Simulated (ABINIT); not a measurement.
Runs of ABINIT 10.8.3 (patched build) on AgBr. Symmetry: Fm-3m, No. 225, cubic system. The conventional cell has a = 5.740 Å, b = 5.740 Å, c = 5.740 Å, α = 90.00°, β = 90.00°, γ = 90.00°. Around Ag (site symmetry m-3m) lie 6 Br at 2.87 Å. Around Br (site symmetry m-3m) lie 6 Ag at 2.87 Å. 

```csv
level,dispersion computed by,V0 of scaled cells (Å³/atom),B0 (GPa)
PBE,-,24.92,39
PBE+D3(BJ),simple-dftd3 1.7.0,23.55,(a)
PBE+D3,simple-dftd3 1.7.0,23.69,45
PBE+D4,dftd4 4.3.1,23.60,(b)
```

Alike in all rows: task equation of state; potentials or basis JTH PAW PBE v2.0; no spin polarisation; cell as given; k mesh 8 × 8 × 8; cutoff (eV) 463; smearing fermi-dirac 0.05 eV.

Problem. Fill in the values left out.

Solution. (a) 48; (b) 47.

Caveats: pressures at fixed basis lie under the slope of the energies.
